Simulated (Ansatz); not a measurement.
# La₂O₃

Computed with Ansatz (plane waves, PAW, 420 eV cutoff): PBE with spin–orbit coupling, two-component spinors, Γ-centred 4×4×8 mesh, 0.05 eV Gaussian smearing. The datasets are Ansatz's generated set soft_2.

```yaml
crystal:
  lattice:
    - [6.37133, 0.00000, 0.00000]
    - [-3.18566, 5.51773, 0.00000]
    - [0.00000, 0.00000, 3.28662]
  atoms:
    - { symbol: La, position: [0.33333, 0.66667, 0.49972] }
    - { symbol: La, position: [0.66667, 0.33333, 0.50028] }
    - { symbol: O, position: [0.50001, 0.50001, 0.00000] }
    - { symbol: O, position: [0.49999, 0.00000, 0.00000] }
    - { symbol: O, position: [0.00000, 0.49999, 0.00000] }
```

The chain of runs began from a cell as deposited in COD, expanded in volume.

The run above is the reference. The same cell was run again with other input settings; several of them aren't fit for production, so the rows show the settings' effect and aren't properties of the material.

| keys changed | outcome | ΔE (meV/atom) | P (GPa) | gap on the mesh (eV) | cell moment (μB) | largest force component (eV/Å) | SCF iterations | rough core-seconds | new warnings |
| --- | --- | --- | --- | --- | --- | --- | --- | --- | --- |
| none (reference) | converged | 0.0 | 0.0 | 1.60 | 0.00 (no moment typed) | 0.002 | – | – | – |
| hamiltonian.hubbard: {"sites": [{"species": "La", "l": "f", "u_eff": 5.0}], "double_counting": "amf"} | converged | – | 0.0 | 1.60 | 0.00 (no moment typed) | 0.002 | 9 | 60 | – |
| hamiltonian.xc: "pbe" → "revpbe" | converged | – | 1.4 | 1.69 | 0.00 (no moment typed) | 0.002 | 9 | 22 | – |
| scf.n_extra_bands: 4; scf.occupations.method: "gaussian" → "cold"; scf.occupations.width: 0.05 → 0.005 | converged | 0.0 | 0.0 | 1.60 | 0.00 (no moment typed) | 0.002 | 9 | 20 | – |
| scf.eigensolver.kind: "davidson" | converged | 0.0 | 0.0 | 1.60 | 0.00 (no moment typed) | 0.002 | 10 | 50 | – |

These changes also left energy (to 0.1 meV/atom), pressure, gap, moment and forces as in the reference: scf.lower_state_search: "standard" | scf.eigensolver.kind: "davidson"; basis.precision: "f64"; scf.occupations.width: 0.05 → null; scf.occupations.method: "gaussian" → "tetrahedron_uncorrected" | scf.mixing.algorithm: "msr1"; scf.mixing.beta: 0.5; scf.mixing.ndim: 4.

ΔE is the energy with the smearing extrapolated to zero. It is left out where the change alters the Hamiltonian or the spin treatment. The varied runs start from atomic densities (corrected by the program's trained start where that serves), with the default search for lower states unless a row changes it.

(1) What happens with these changes: basis.ecutrho_ratio: 4 → 12; hamiltonian.dispersion: "d3bjatm"?

Answer:

(1) outcome converged, P (GPa) -1.2, gap on the mesh (eV) 1.60, cell moment (μB) 0.00 (no moment typed), largest force component (eV/Å) 0.002, SCF iterations 9, rough core-seconds 21.

Changing scf.eigensolver.kind only steers the path to self-consistency, so the energy stays within 0.5 meV/atom.

The pair part of a dispersion correction pulls inward (a three-body part mostly pushes out), and in metals and ionic crystals with large ions it often overbinds.

Of the reference: Kohn–Sham gaps of semilocal functionals lie under measured ones, often by a third or more. The program warned that the potential is rough where the density is thin (voids or gaps), so long spacings are poorly fixed.
